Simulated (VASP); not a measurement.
Wanted: the native input for a VASP 6.6.1 run.

```
Task                   : single point
Functional             : PBEsol
Potentials or basis    : VASP PAW PBE potentials, release 64 (B)
Cutoff                 : 520 eV
k mesh                 : 6 × 6 × 6
Occupations            : gaussian, width 0.02 eV
Spin                   : no spin polarisation
Further INCAR settings : ALGO = Fast; EDIFF = 1e-07
```

The structure of B lies in POSCAR:

```
B
1.0
    2.4491963900      1.4140442000      4.1747204400
   -2.4491963900      1.4140442000      4.1747204400
    0.0000000000     -2.8280883900      4.1747204400
B
12
Direct
    0.0099700400      0.6542851200      0.0099700400
    0.0099700400      0.0099700400      0.6542851200
    0.6542851200      0.0099700400      0.0099700400
    0.3457148800      0.9900299600      0.9900299600
    0.9900299600      0.3457148800      0.9900299600
    0.9900299600      0.9900299600      0.3457148800
    0.2205655700      0.6316348300      0.2205655700
    0.2205655700      0.2205655700      0.6316348300
    0.6316348300      0.2205655700      0.2205655700
    0.3683651700      0.7794344300      0.7794344300
    0.7794344300      0.3683651700      0.7794344300
    0.7794344300      0.7794344300      0.3683651700
```

One way to write it, as run:

INCAR

```
SYSTEM = B
PREC = Accurate ; ENCUT = 520
EDIFF = 1E-7 ; ISMEAR = 0
SIGMA = 0.02 ; LREAL = .FALSE.
LASPH = .TRUE. ; NELM = 60
ALGO = Fast ; ISIF = 2
LWAVE = .FALSE. ; LCHARG = .FALSE.
GGA = PS
```

KPOINTS

```
Automatic mesh
0
G
  6 6 6
  0 0 0
```

Potentials or basis: VASP PAW PBE potentials, release 64 (B).

Launch:

```console
$ cat potpaw_PBE.64/B/POTCAR > POTCAR
$ mpirun -np 1 vasp_std > vasp.out
```

It gave:

```yaml
Pressure: -1.5 GPa
Largest_force: 0.166 eV/Å
Band_gap_on_the_k_mesh: 1.47 eV, indirect (least direct gap 1.83 eV)
```

Caveat: the PAW data sets were made with another functional, which shifts forces and pressure a little.

It took 2.3 min on 1 thread of Intel(R) Xeon(R) Platinum 8375C CPU @ 2.90GHz (Ice Lake), on a shared host, peak memory 0.25 GiB.
